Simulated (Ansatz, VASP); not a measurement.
# TePb: programs and potentials compared

The starting cell:

```
CELL_PARAMETERS angstrom
0.00000 3.23100 3.23100
3.23100 0.00000 3.23100
3.23100 3.23100 0.00000
ATOMIC_POSITIONS crystal
Pb 0.00000 0.00000 0.00000
Te 0.50000 0.50000 0.50000
```

Alike in all runs: task relaxation of cell and atoms; functional PBE; k mesh 7 × 7 × 7; occupations fermi-dirac, width 0.05 eV; no spin polarisation; no spin-orbit coupling.

| program and potentials | plane-wave cutoff (eV) | notes | equilibrium volume (Å³/atom) |
| --- | --- | --- | --- |
| Ansatz, Ansatz PAW | 420 | 15 valence electrons an atom on average | 35.47 |
| VASP, PBE PAW files Pb_d, Te, release 54, 600 eV | 600 | 10 valence electrons an atom on average | 35.40 |
| VASP, PBE PAW files Pb_d_GW, Te_GW, 680 eV | 680 | 11 valence electrons an atom on average | 35.40 |
| VASP, PBE PAW files Pb, Te, release 54, 580 eV | 580 | 5 valence electrons an atom on average | 35.29 |
| VASP, PBE PAW files Pb_d, Te, 600 eV | 600 | 10 valence electrons an atom on average | 35.42 |
| VASP, PBE PAW files Pb_d_GW, Te_GW, 630 eV | 630 | 11 valence electrons an atom on average | 35.39 |
| Ansatz, all-electron LAPW, scalar-relativistic | - | - | 35.48 |

The equilibrium volume spans 35.29 (VASP, PBE PAW files Pb, Te, release 54, 580 eV) to 35.48 Å³/atom (Ansatz, all-electron LAPW, scalar-relativistic), with all-electron results at 35.48. Relaxations stop with a little pressure left, so the last digit of a volume isn't settled.

The functional is the same throughout but for its coding, so the spread measures potentials, basis and numerics; runs on potential files found faulty are left out.
